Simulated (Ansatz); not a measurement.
# Moving the pressure in W

The cell as given:

The structure is cubic, space group Fm-3m (No. 225). The conventional cell has a = 4.060 Å, b = 4.060 Å, c = 4.060 Å, α = 90.00°, β = 90.00°, γ = 90.00°. W (site symmetry m-3m) is surrounded by 12 W at 2.87 Å.

This isn't the form of W at room conditions, which is bcc.

Kept alike: task relaxation of cell and atoms; functional LDA; k mesh 11 × 11 × 11; occupations fermi-dirac, width 0.05 eV; no spin polarisation. Program: Ansatz, Ansatz PAW, cutoff 420 eV. The mesh is that of the run's cell of 1 atom. No spin-orbit coupling.

```csv
"pressure, P (GPa)",volume (Å³/atom)
0,15.719
2,15.622
5,15.482
10,15.259
20,14.853
30,14.493
```

The relaxations keep at least the cell's symmetry (Fm-3m). For a metal such a mesh leaves the last digits unconverged. The runs follow the start's structure, whether or not it is the stable one at these pressures. P is the pressure aimed at, which the runs meet within some hundredths to tenths of a GPa. All rows use potentials made for PBE.

What does the pressure change here?

The volume falls from 15.719 to 14.493 Å³/atom between 0 and 30 GPa. The volume falls ever more slowly, since the solid stiffens under load. At the pressures aimed at, which the runs meet within some tenths of a GPa, the step from 0 to 5 GPa gives a mean bulk modulus near 329 GPa, the last step 408 GPa.
